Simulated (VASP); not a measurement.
# Cu2O (Pn-3m) in VASP: further runs

The runs below take Cu2O through relaxation of cell and atoms, with PBEsol.

Everything below comes from runs of VASP 6.6.1. Logs are shortened: lines on timing, memory, paths and dates and some standing lists are left out, and cuts for length are marked.

## (1) Starting point

The structure is cubic, space group Pn-3m (No. 224). Conventional cell: a = 4.260 Å, b = 4.260 Å, c = 4.260 Å, α = 90.00°, β = 90.00°, γ = 90.00°. Cu (site symmetry -3m) is surrounded by 2 O at 1.84 Å. Around O (site symmetry -43m) lie 4 Cu at 1.84 Å.

## (2) Relaxation of cell and atoms, PBEsol

Input file INCAR:

```
PREC = Accurate ; ENCUT = 600
EDIFF = 1E-6 ; ISMEAR = 0
SIGMA = 0.03 ; LREAL = F
LASPH = T ; NELM = 80
ALGO = Normal ; ISIF = 3
LWAVE = F ; LCHARG = F
GGA = PS ; IBRION = 2
NSW = 90 ; EDIFFG = -0.01
```

Input file KPOINTS:

```
regular mesh
0
Gamma
  6 6 6
```

Input file POSCAR:

```
Cu2O
1.0
    4.2600000000      0.0000000000      0.0000000000
    0.0000000000      4.2600000000      0.0000000000
    0.0000000000      0.0000000000      4.2600000000
Cu O
4 2
Direct
    0.2500000000      0.2500000000      0.2500000000
    0.2500000000      0.7500000000      0.7500000000
    0.7500000000      0.7500000000      0.2500000000
    0.7500000000      0.2500000000      0.7500000000
    0.0000000000      0.0000000000      0.0000000000
    0.5000000000      0.5000000000      0.5000000000
```

Potentials or basis: VASP PAW PBE potentials, release 64 (Cu, O).

On the command line:

```bash
$ cat potpaw_PBE.64/Cu/POTCAR potpaw_PBE.64/O/POTCAR > POTCAR
$ mpirun -np 1 vasp_std > vasp.out
```

OUTCAR:

```text
PREC = Accurate
   ENCUT = 600
   EDIFF = 1E-6
   ISMEAR = 0
   LREAL = F
   LASPH = T
   NELM = 80
   ISIF = 3
   GGA = PS
   IBRION = 2
   NSW = 90
   EDIFFG = -0.01

 ion  position               nearest neighbor table
   1  0.250  0.250  0.250-   5 1.84   6 1.84
   2  0.250  0.750  0.750-   5 1.84   6 1.84
   3  0.750  0.750  0.250-   5 1.84   6 1.84
   4  0.750  0.250  0.750-   5 1.84   6 1.84
   5  0.000  0.000  0.000-   1 1.84   2 1.84   3 1.84   4 1.84
   6  0.500  0.500  0.500-   1 1.84   2 1.84   3 1.84   4 1.84

  LATTYP: Found a simple cubic cell.
 ALAT       =     4.2600000000

  Lattice vectors:

 A1 = (   4.2600000000,   0.0000000000,   0.0000000000)
 A2 = (   0.0000000000,   4.2600000000,   0.0000000000)
 A3 = (   0.0000000000,   0.0000000000,   4.2600000000)

Analysis of symmetry for initial positions (statically):
=====================================================================
 Subroutine PRICEL returns:
 Original cell was already a primitive cell.

 Routine SETGRP: Setting up the symmetry group for a
 simple cubic supercell.

 Subroutine GETGRP returns: Found 48 space group operations
 (whereof 24 operations were pure point group operations)
 out of a pool of 48 trial point group operations.

The static configuration has the point symmetry T_d .
 The point group associated with its full space group is O_h .

Analysis of symmetry for dynamics (positions and initial velocities):
=====================================================================
 Subroutine PRICEL returns:
 Original cell was already a primitive cell.

 Routine SETGRP: Setting up the symmetry group for a
 simple cubic supercell.

 Subroutine GETGRP returns: Found 48 space group operations
 (whereof 24 operations were pure point group operations)
 out of a pool of 48 trial point group operations.

The dynamic configuration has the point symmetry T_d .
 The point group associated with its full space group is O_h .

 Subroutine INISYM returns: Found 48 space group operations
 (whereof 24 operations are pure point group operations),
 and found     1 'primitive' translations

----------------------------------------------------------------------------------------

                                     Primitive cell

  volume of cell :      77.3088

  direct lattice vectors                    reciprocal lattice vectors
     4.260000000  0.000000000  0.000000000     0.234741784  0.000000000  0.000000000
     0.000000000  4.260000000  0.000000000     0.000000000  0.234741784  0.000000000
     0.000000000  0.000000000  4.260000000     0.000000000  0.000000000  0.234741784

  length of vectors
     4.260000000  4.260000000  4.260000000     0.234741784  0.234741784  0.234741784

  position of ions in fractional coordinates (direct lattice)
     0.250000000  0.250000000  0.250000000
     0.250000000  0.750000000  0.750000000
     0.750000000  0.750000000  0.250000000
     0.750000000  0.250000000  0.750000000
     0.000000000  0.000000000  0.000000000
     0.500000000  0.500000000  0.500000000

  ion indices of the primitive-cell ions
   primitive index   ion index
                 1           1
                 2           2
                 3           3
                 4           4
                 5           5
                 6           6

----------------------------------------------------------------------------------------

 KPOINTS: regular mesh

Automatic generation of k-mesh.
 Grid dimensions read from file:
 generate k-points for:    6    6    6

 Generating k-lattice:

  Cartesian coordinates                     Fractional coordinates (reciprocal lattice)
     0.039123631  0.000000000  0.000000000     0.166666667  0.000000000  0.000000000
     0.000000000  0.039123631  0.000000000     0.000000000  0.166666667  0.000000000
     0.000000000  0.000000000  0.039123631     0.000000000  0.000000000  0.166666667

  Length of vectors
     0.039123631  0.039123631  0.039123631

  Shift w.r.t. Gamma in fractional coordinates (k-lattice)
     0.000000000  0.000000000  0.000000000

 Subroutine IBZKPT returns following result:
 ===========================================

 Found     20 irreducible k-points:

 Following reciprocal coordinates:
            Coordinates               Weight
  0.000000  0.000000  0.000000      1.000000
  0.166667  0.000000  0.000000      6.000000
  0.333333  0.000000  0.000000      6.000000
  0.500000  0.000000  0.000000      3.000000
  0.166667  0.166667  0.000000     12.000000
  0.333333  0.166667  0.000000     24.000000
[... 12 lines left out ...]
  0.500000  0.500000  0.333333      6.000000
  0.500000  0.500000  0.500000      1.000000
   k-points           NKPTS =     20   k-points in BZ     NKDIM =     20   number of bands    NBANDS=     33
   number of dos      NEDOS =    301   number of ions     NIONS =      6
   total plane-waves  NPLWV =  46656
   dimension x,y,z NGX =    36 NGY =   36 NGZ =   36
   dimension x,y,z NGXF=    72 NGYF=   72 NGZF=   72
   ions per type =               4   2
   NGX,Y,Z   is equivalent  to a cutoff of  14.05, 14.05, 14.05 a.u.
   NGXF,Y,Z  is equivalent  to a cutoff of  28.10, 28.10, 28.10 a.u.
 SYSTEM =  unknown system
   PREC   = accura    normal or accurate (medium, high low for compatibility)
   ISTART =      0    job   : 0-new  1-cont  2-samecut
   ICHARG =      2    charge: 1-file 2-atom 10-const
   ISPIN  =      1    spin polarized calculation?
   LNONCOLLINEAR =      F non collinear calculations
   LSORBIT =      F    spin-orbit coupling
   LASPH  =      T    aspherical Exc in radial PAW
   ENCUT  =  600.0 eV  44.10 Ry    6.64 a.u.   8.51  8.51  8.51*2*pi/ulx,y,z
   NELM   =     80;   NELMIN=  2; NELMDL= -5     # of ELM steps
   EDIFF  = 0.1E-05   stopping-criterion for ELM
   LREAL  =      F    real-space projection
   EDIFFG = -.1E-01   stopping-criterion for IOM
   NSW    =     90    number of steps for IOM
   IBRION =      2    ionic relax: 0-MD 1-quasi-New 2-CG
   NFREE  =      1    steps in history (QN), initial steepest desc. (CG)
   ISIF   =      3    stress and relaxation
   ISYM   =      2    0-nonsym 1-usesym 2-fastsym
   POTIM  = 0.5000    time-step for ionic-motion
   TEBEG  =    0.0;   TEEND  =   0.0 temperature during run
   PSTRESS=    0.0 pullay stress
   NELECT =      56.0000    total number of electrons
   NUPDOWN=      -1.0000    fix difference up-down
   EMIN   =  10.00;   EMAX   =-10.00  energy-range for DOS
   EFERMI =   0.00;   METHOD = LEGACY
   ISMEAR =     0;   SIGMA  =   0.03  broadening in eV -4-tet -1-fermi 0-gaus
   EFERMI_NEDOS =   21; number of points for ismear=-14 and -15
   IALGO  =     38    algorithm
   IMIX   =      4    mixing-type and parameters
     AMIX     =   0.40;   BMIX     =  1.00
     AMIX_MAG =   1.60;   BMIX_MAG =  1.00
  volume/ion in A,a.u.               =      12.88        86.95
  Fermi-wavevector in a.u.,A,eV,Ry     =   1.470261  2.778391 29.411289  2.161669
  Thomas-Fermi vector in A             =   2.585540
   LORBIT       =      0    0 simple, 1 ext, 2 COOP (PROOUT), +10 PAW based schemes
   GGA     = PS    functional components
   LHFCALC =     F    Hartree Fock is set to
   AEXX    =    0.0000 exact exchange contribution
   IVDW    =     0    specifies the selected vdW correction
   LEPSILON=     F    determine dielectric tensor
   LRPA    =     F    only Hartree local field effects (RPA)
 conjugate gradient relaxation of ions
 non-spin polarized calculation
 Gauss-broadening in eV      SIGMA  =   0.03
  energy-cutoff  :      600.00
  volume of cell :       77.31
 maximum number of plane-waves:      2601
 NGX is ok and might be reduce to    36
   NGX = 17   NGY = 17   NGZ = 17

--------------------------------------- Ionic step        1  -------------------------------------------

 number of electron      55.9999977 magnetization

 Free energy of the ion-electron system (eV)
  ---------------------------------------------------
  ext. energy  EPLUGINS =         0.00000000
  ---------------------------------------------------
  free energy    TOTEN  =       -29.95998794 eV

  energy without entropy =      -29.95998794  energy(sigma->0) =      -29.95998794

------------------------ aborting loop because EDIFF is reached ----------------------------------------

  FORCE on cell =-STRESS in cart. coord.  units (eV):
  Direction    XX          YY          ZZ          XY          YZ          ZX
  --------------------------------------------------------------------------------------
  -------------------------------------------------------------------------------------
  Total       -1.2138706     -1.2138706     -1.2138706      0.0000000      0.0000000      0.0000000
  in kB      -25.1567295    -25.1567295    -25.1567295      0.0000000      0.0000000      0.0000000
  external PRESSURE =     -25.1567295 kB  Pullay stress =       0.0000000 kB

 VOLUME and BASIS-vectors are now :
 -----------------------------------------------------------------------------
  energy-cutoff  :      600.00
  volume of cell :       77.31
      direct lattice vectors                 reciprocal lattice vectors
     4.260000000  0.000000000  0.000000000     0.234741784  0.000000000  0.000000000
     0.000000000  4.260000000  0.000000000     0.000000000  0.234741784  0.000000000
     0.000000000  0.000000000  4.260000000     0.000000000  0.000000000  0.234741784

 POSITION                                       TOTAL-FORCE (eV/Angst)
 -----------------------------------------------------------------------------------
      1.06500      1.06500      1.06500         0.000000      0.000000     -0.000000
      1.06500      3.19500      3.19500        -0.000000      0.000000     -0.000000
      3.19500      3.19500      1.06500         0.000000      0.000000      0.000000
      3.19500      1.06500      3.19500        -0.000000      0.000000      0.000000
      0.00000      0.00000      0.00000        -0.000000     -0.000000     -0.000000
      2.13000      2.13000      2.13000        -0.000000     -0.000000     -0.000000
 -----------------------------------------------------------------------------------
    total drift:                                0.000000      0.000000      0.000000
[... 30 lines left out ...]
 POSITION                                       TOTAL-FORCE (eV/Angst)
 -----------------------------------------------------------------------------------
      1.05461      1.05461      1.05461        -0.000000      0.000000      0.000000
      1.05461      3.16382      3.16382         0.000000      0.000000      0.000000
      3.16382      3.16382      1.05461         0.000000     -0.000000     -0.000000
      3.16382      1.05461      3.16382        -0.000000     -0.000000     -0.000000
      4.21842      4.21842      4.21842         0.000000      0.000000      0.000000
      2.10921      2.10921      2.10921         0.000000      0.000000     -0.000000
 -----------------------------------------------------------------------------------
    total drift:                                0.000000      0.000000      0.000000

  FREE ENERGIE OF THE ION-ELECTRON SYSTEM (eV)
  ---------------------------------------------------
  free  energy   TOTEN  =       -29.9699198503 eV

  energy  without entropy=      -29.9699198503  energy(sigma->0) =      -29.96991985

--------------------------------------- Ionic step        3  -------------------------------------------

 number of electron      56.0000013 magnetization

 Free energy of the ion-electron system (eV)
  ---------------------------------------------------
  ext. energy  EPLUGINS =         0.00000000
  ---------------------------------------------------
  free energy    TOTEN  =       -29.97244474 eV

  energy without entropy =      -29.97244474  energy(sigma->0) =      -29.97244474

 E-fermi :   4.9673     XC(G=0): -11.3907

 val. band max:        4.8381704535   @ k =   0.0000   0.0000   0.0000
 cond. band min:       5.3898642007   @ k =   0.0000   0.0000   0.0000
 fundamental gap:      0.5516937472
 Fermi energy:         4.9672957082

 k-point     1 :       0.0000    0.0000    0.0000
  band No.  band energies     occupation
      1     -15.4325      2.00000
      2     -14.6348      2.00000
      3      -2.6450      2.00000
      4      -2.6450      2.00000
      5      -2.6450      2.00000
      6      -0.1975      2.00000
[... 25 lines left out ...]
     32      12.8645      0.00000
     33      12.8645      0.00000
[... 695 lines left out ...]
 VOLUME and BASIS-vectors are now :
 -----------------------------------------------------------------------------
  energy-cutoff  :      600.00
  volume of cell :       75.75
      direct lattice vectors                 reciprocal lattice vectors
     4.231132668  0.000000000  0.000000000     0.236343334 -0.000000000 -0.000000000
     0.000000000  4.231132668  0.000000000    -0.000000000  0.236343334  0.000000000
     0.000000000  0.000000000  4.231132668    -0.000000000  0.000000000  0.236343334

 POSITION                                       TOTAL-FORCE (eV/Angst)
 -----------------------------------------------------------------------------------
      1.05778      1.05778      1.05778         0.000000      0.000000      0.000000
      1.05778      3.17335      3.17335         0.000000      0.000000      0.000000
      3.17335      3.17335      1.05778        -0.000000     -0.000000      0.000000
      3.17335      1.05778      3.17335        -0.000000     -0.000000     -0.000000
      0.00000      0.00000      0.00000         0.000000     -0.000000     -0.000000
      2.11557      2.11557      2.11557         0.000000     -0.000000     -0.000000
 -----------------------------------------------------------------------------------
    total drift:                                0.000000      0.000000      0.000000

  FREE ENERGIE OF THE ION-ELECTRON SYSTEM (eV)
  ---------------------------------------------------
  free  energy   TOTEN  =       -29.9724447440 eV

  energy  without entropy=      -29.9724447440  energy(sigma->0) =      -29.97244474

 reached required accuracy - stopping structural energy minimisation
```

Wall time 62 s (1 thread of Intel Xeon 6975P-C (Granite Rapids), shared host); peak memory 0.23 GiB.

What came out:

- Free energy: -29.9724 eV
- Relaxed volume: 12.62 Å³/atom
- Relaxed cell: a = 4.231 Å, b = 4.231 Å, c = 4.231 Å, α = 90.00°, β = 90.00°, γ = 90.00°
- Space group after relaxing (to 0.05 Å): Pn-3m (No. 224)
- Energy gained by relaxing: 2.1 meV/atom
- Ionic steps: 3
- Pressure after relaxing: 0.0 GPa
- Band gap on the k mesh: 0.55 eV, direct

The path:
```tsv
step	energy change (eV)	largest force (eV/Å)	pressure (GPa)	volume (Å³)
1	0.0000	0.0000	-2.52	77.31
2	-0.0099	0.0000	1.14	75.07
3	-0.0125	0.0000	0.04	75.75
```

Final structure:
```
CELL_PARAMETERS angstrom
4.23113 0.00000 0.00000
0.00000 4.23113 0.00000
0.00000 0.00000 4.23113
ATOMIC_POSITIONS crystal
Cu 0.25000 0.25000 0.25000
Cu 0.25000 0.75000 0.75000
Cu 0.75000 0.75000 0.25000
Cu 0.75000 0.25000 0.75000
O 0.00000 0.00000 0.00000
O 0.50000 0.50000 0.50000
```

Caveat: the PAW data sets were made with another functional, which shifts forces and pressure a little. Expect the measured gap to be larger: semilocal functionals such as PBEsol lack the derivative discontinuity.

## (3) Relaxation of cell and atoms, PBEsol

This run uses another cell than the first one, of 12.62 Å³/atom, 0.980 times its volume.

Input file INCAR:

```
PREC = Accurate ; ENCUT = 600
EDIFF = 1E-7 ; ISMEAR = 0
SIGMA = 0.03 ; LREAL = F
LASPH = T ; NELM = 80
ALGO = Normal ; ISIF = 3
LWAVE = F ; LCHARG = F
GGA = PS ; IBRION = 2
NSW = 90 ; EDIFFG = -0.005
```

KPOINTS is that of step 2.

Input file POSCAR:

```
Cu2O                                    
1.0
    4.2311326677      0.0000000000      0.0000000000
    0.0000000000      4.2311326677      0.0000000000
    0.0000000000      0.0000000000      4.2311326677
  Cu              O             
     4     2
Direct
     0.2500000000000000    0.2500000000000000    0.2500000000000000
     0.2500000000000000    0.7500000000000000    0.7500000000000000
     0.7500000000000000    0.7500000000000000    0.2500000000000000
     0.7500000000000000    0.2500000000000000    0.7500000000000000
     0.0000000000000000    0.0000000000000000    0.0000000000000000
     0.5000000000000000    0.5000000000000000    0.5000000000000000
```

Potentials or basis: VASP PAW PBE potentials, release 64 (Cu, O).

On the command line:

```bash
$ cat potpaw_PBE.64/Cu/POTCAR potpaw_PBE.64/O/POTCAR > POTCAR
$ mpirun -np 1 vasp_std > vasp.out
```

Wall time 31 s (1 thread of Intel Xeon 6975P-C (Granite Rapids), shared host); peak memory 0.22 GiB.

Results (log left out):

```yaml
Free_energy: -29.9704 eV
Pressure_after_relaxing: 0.0 GPa
Band_gap_on_the_k_mesh: 0.55 eV, direct
```

Final structure:
```
CELL_PARAMETERS angstrom
4.23113 0.00000 0.00000
0.00000 4.23113 0.00000
0.00000 0.00000 4.23113
ATOMIC_POSITIONS crystal
Cu 0.25000 0.25000 0.25000
Cu 0.25000 0.75000 0.75000
Cu 0.75000 0.75000 0.25000
Cu 0.75000 0.25000 0.75000
O 0.00000 0.00000 0.00000
O 0.50000 0.50000 0.50000
```

Levels at points of the mesh, in eV from the valence-band top:
```tsv
k point	band 24	band 25	band 26	band 27	band 28	band 29	band 30	band 31	band 32	band 33
(0.00, 0.00, 0.00)	-1.61	-1.61	0.00	0.00	0.00	0.55	1.11	1.11	8.03	8.03
(0.50, 0.00, 0.00)	-1.73	-1.23	-1.23	-0.41	-0.41	2.29	2.29	4.18	4.18	7.50
(0.50, 0.50, 0.00)	-1.52	-1.24	-1.24	-0.68	-0.68	1.88	1.88	3.87	3.87	6.81
(0.50, 0.50, 0.50)	-1.67	-1.03	-0.59	-0.59	-0.59	2.37	2.37	2.37	4.93	4.93
```

Caveat: the relaxation stopped at its first step, so nothing moved; the PAW data sets were made with another functional, which shifts forces and pressure a little. A k mesh can miss the band edges.
